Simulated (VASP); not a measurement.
SnO2 (Cassiterite), 6 atoms in the cell. Symmetry: P4_2/mnm, No. 136, tetragonal system. Conventional cell: a = 4.722 Å, b = 4.722 Å, c = 3.190 Å, α = 90.00°, β = 90.00°, γ = 90.00°. Sn (site symmetry mmm) has 6 O at 2.04 to 2.05 Å as nearest neighbours. O (site symmetry m2m) is surrounded by 3 Sn at 2.04 to 2.05 Å. 

* Program: VASP 6.6.1
* Task: single point
* Functional: LDA
* Potentials or basis: VASP PAW LDA potentials, release 64 (Sn_d, O)
* Cutoff: 520 eV
* k mesh: 6 × 6 × 8
* Occupations: fermi-dirac, width 0.02 eV
* Spin: no spin polarisation
* Dipole correction: no
* Further INCAR settings: ALGO = Fast; EDIFF = 1e-07; NBANDS = 35

Potentials or basis: VASP PAW LDA potentials, release 64 (Sn_d, O).

Command:

```sh
$ cat potpaw_LDA.64/Sn_d/POTCAR potpaw_LDA.64/O/POTCAR > POTCAR
$ mpirun -np 1 vasp_std > vasp.out
```

Hardware: 1 thread of AMD EPYC 7R13 Processor (Zen 3), on a shared host.

Q: Estimate the wall time of this run.

A: Wall time 2.4 min on 1 thread of AMD EPYC 7R13 Processor (Zen 3), on a shared host, peak memory 0.18 GiB. Counts: scf iterations 19, k points 50.
